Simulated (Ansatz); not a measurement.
# A series in temperature on LiCl

All results are calculated (Ansatz 0.2.0). Harmonic vibrational free energy, entropy and heat capacity at constant volume, per atom, from the force constants of a q mesh, imaginary modes left out; plane waves with PAW datasets, Gamma-centred k mesh.

Structure of every row (space group Fm-3m, No. 225):
```
CELL_PARAMETERS angstrom
0.00000 2.57520 2.57520
2.57520 0.00000 2.57520
2.57520 2.57520 0.00000
ATOMIC_POSITIONS crystal
Li 0.00000 0.00000 0.00000
Cl 0.50000 0.50000 0.50000
```

Settings of every row: functional PBE; dispersion none; spin none; wave cutoff 420 eV; k mesh 8x8x8; occupations fixed; smearing width 0 eV; pressure 0 GPa; phonon method linear response; q mesh 4x4x4.

```csv
row,temperature (K),phonon entropy (kB/atom),phonon heat capacity (kB/atom),phonon free energy (meV/atom)
1,200,2.657,2.582,13.9
2,300,?,?,?
3,400,4.571,2.883,-50
4,500,5.219,2.924,-92.3
5,600,5.754,2.947,-139.6
6,700,6.21,2.961,-191.2
7,800,6.606,2.97,-246.5
8,900,6.956,2.976,-305
9,1000,7.27,2.981,-366.3
```

Question: what phonon entropy and phonon heat capacity should row 2 give?

Worked fit of phonon entropy. Entropy rises as the heat capacity times the change of ln T, so take t = ln(T / 300 K). The shown rows have t = -0.4055, 0.2877, 0.5108, 0.6931, 0.8473, 0.9808, 1.0986, 1.204. Least squares give phonon entropy = 3.7683 + 2.78766 × t + 0.10399 × t² kB/atom; a straight line predicts inner rows, each left out in turn, worse (root mean square 0.028 against 0.0062 kB/atom). The rows lie off it by 0.002, -0.008, 0.000, 0.004, 0.005, 0.004, 0.000, -0.005 (root mean square 0.0043 kB/atom), a smooth pattern that one more power would take up: the form is only approximate. The slope at t = 0, 2.79 kB/atom, estimates the heat capacity at 300 K. The withheld row has t = 0, so the fit gives 3.7683 + 2.78766 × (0) + 0.10399 × (0)² = 3.768 kB/atom.

The calculation gave 3.752 kB/atom. The fit lies 0.016 kB/atom (0.35 % of the column's range) above it; its largest miss of a shown row is 0.008 kB/atom.

Worked fit of phonon heat capacity. At high temperature a harmonic heat capacity falls short of its limit by a term in 1/T², so take t = (100 K / T)². The shown rows have t = 0.25, 0.0625, 0.04, 0.02778, 0.02041, 0.01562, 0.01235, 0.01. Least squares give phonon heat capacity = 3.0001 − 1.9418 × t + 1.078 × t² kB/atom; a straight line predicts inner rows, each left out in turn, worse (root mean square 0.0042 against 0.00019 kB/atom). All shown rows lie on it to the printed digit. The constant, 3.0001 kB/atom, is to be held against the harmonic limit of 3 k_B an atom. The withheld row has t = 0.11111, so the fit gives 3.0001 − 1.9418 × (0.11111) + 1.078 × (0.11111)² = 2.798 kB/atom.

The calculation gave 2.799 kB/atom. The fit lies 0.001 kB/atom (0.25 % of the column's range) below it, one unit of the last digit.

The other values of row 2: phonon free energy -14 meV/atom.
